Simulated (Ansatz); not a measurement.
**Computed properties of TePb**

```
Te Pb
1.0
     4.00229    0.00000    0.00000
     0.00000    4.00229    0.00000
     0.00000    0.00000    4.00229
Te Pb
1 1
Direct
  0.50000 0.50000 0.50000
  0.00000 0.00000 0.00000
```

Atoms are numbered in the order listed.

The cell is the one relaxed in the Materials Project (mp-20943), not relaxed further here; entries there can be hypothetical.

Spin–orbit coupling is left out, though it moves levels of the heavy atoms by tenths of an eV or more.

Levels of theory: DFT, PBE, all-electron LAPW, scalar-relativistic (Ansatz 0.2.0); DFT, PBE, PAW with Ansatz's default frozen-core files, scalar-relativistic (Ansatz 0.2.0).

For LAPW: a Γ-centred 10×10×10 k mesh, Fermi–Dirac smearing of 0.08 eV, basis error target 1 meV/atom, no spin polarisation. PAW takes a cutoff of 420 eV at this cell. The Ansatz runs share mesh, smearing and spin set-up. Values come from LAPW unless marked.

```json
{"Pressure at this cell": "-0.23 GPa", "Band gap": "none: bands cross the Fermi level, a metal", "Density of states at the Fermi level (0.2 eV bin)": "0.84 states/eV per cell", "Löwdin charges (with 0.06 e of the cell spilling out of the atomic basis, so their sizes and signs hang on that basis)": "Te1 -0.14, Pb2 0.20 e", "Bader charges (from the PAW run)": "Te1 -0.65, Pb2 +0.65 e", "Volume per atom": "216.3 bohr³"}
```
